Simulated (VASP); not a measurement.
Crystal: Sb2S3 (Stibnite).

```
CELL_PARAMETERS angstrom
11.31100 0.00000 0.00000
0.00000 3.83890 0.00000
0.00000 0.00000 11.22300
ATOMIC_POSITIONS crystal
Sb 0.47061 0.25000 0.32595
Sb 0.02939 0.75000 0.82595
Sb 0.97061 0.25000 0.17405
Sb 0.52939 0.75000 0.67405
Sb 0.35059 0.75000 0.03602
Sb 0.14941 0.25000 0.53602
Sb 0.85059 0.75000 0.46398
Sb 0.64941 0.25000 0.96398
S 0.29214 0.25000 0.19181
S 0.20786 0.75000 0.69181
S 0.79214 0.25000 0.30819
S 0.70786 0.75000 0.80819
S 0.54980 0.75000 0.12300
S 0.95020 0.25000 0.62300
S 0.04980 0.75000 0.37700
S 0.45020 0.25000 0.87700
S 0.37510 0.75000 0.43890
S 0.12490 0.25000 0.93890
S 0.87510 0.75000 0.06110
S 0.62490 0.25000 0.56110
```

* Program: VASP 6.6.1
* Task: relaxation of cell and atoms
* Functional: PBEsol
* Potentials or basis: VASP PAW PBE potentials, release 64 (Sb, S)
* Cutoff: 600 eV
* k mesh: 4 × 8 × 4
* Occupations: gaussian, width 0.03 eV
* Spin: no spin polarisation

At the start: pressure -0.3 GPa; volume 24.37 Å³/atom.

Question: Where does the relaxation end?

Answer: Over 15 steps the energy falls by 5.4 meV/atom and the volume is 23.59 Å³/atom (-3.2 %); space group Pnma (No. 62, to 0.05 Å).

The path:
```csv
step,energy change (eV),largest force (eV/Å),pressure (GPa),volume (Å³)
1,0.0000,0.2717,-0.32,487.32
2,-0.0489,0.1533,-0.30,483.86
3,-0.0594,0.1583,-0.25,481.32
4,-0.0800,0.1252,0.11,476.82
5,-0.0827,0.1729,0.31,474.48
6,-0.0958,0.1301,-0.19,474.88
7,-0.0960,0.1329,-0.26,474.94
8,-0.1049,0.0590,0.00,471.95
9,-0.1050,0.0605,0.04,471.56
10,-0.1067,0.0418,0.00,471.70
11,-0.1074,0.0306,-0.03,471.85
12,-0.1080,0.0223,0.06,471.39
13,-0.1080,0.0248,0.07,471.32
14,-0.1083,0.0113,0.01,471.64
15,-0.1084,0.0080,-0.02,471.83
```

Final structure:
```yaml
crystal:
  lattice:
    - [11.28453, 0.00000, 0.00000]
    - [0.00000, 3.82962, 0.00000]
    - [0.00000, 0.00000, 10.91818]
  atoms:
    - { symbol: Sb, position: [0.47545, 0.25000, 0.32591] }
    - { symbol: Sb, position: [0.02455, 0.75000, 0.82591] }
    - { symbol: Sb, position: [0.97545, 0.25000, 0.17409] }
    - { symbol: Sb, position: [0.52455, 0.75000, 0.67409] }
    - { symbol: Sb, position: [0.34725, 0.75000, 0.03232] }
    - { symbol: Sb, position: [0.15275, 0.25000, 0.53232] }
    - { symbol: Sb, position: [0.84725, 0.75000, 0.46768] }
    - { symbol: Sb, position: [0.65275, 0.25000, 0.96768] }
    - { symbol: S, position: [0.29022, 0.25000, 0.19145] }
    - { symbol: S, position: [0.20978, 0.75000, 0.69145] }
    - { symbol: S, position: [0.79022, 0.25000, 0.30855] }
    - { symbol: S, position: [0.70978, 0.75000, 0.80855] }
    - { symbol: S, position: [0.54852, 0.75000, 0.12699] }
    - { symbol: S, position: [0.95148, 0.25000, 0.62699] }
    - { symbol: S, position: [0.04852, 0.75000, 0.37301] }
    - { symbol: S, position: [0.45148, 0.25000, 0.87301] }
    - { symbol: S, position: [0.37405, 0.75000, 0.44244] }
    - { symbol: S, position: [0.12595, 0.25000, 0.94244] }
    - { symbol: S, position: [0.87405, 0.75000, 0.05756] }
    - { symbol: S, position: [0.62595, 0.25000, 0.55756] }
```

Caveat: the PAW data sets were made with another functional, which shifts forces and pressure a little.
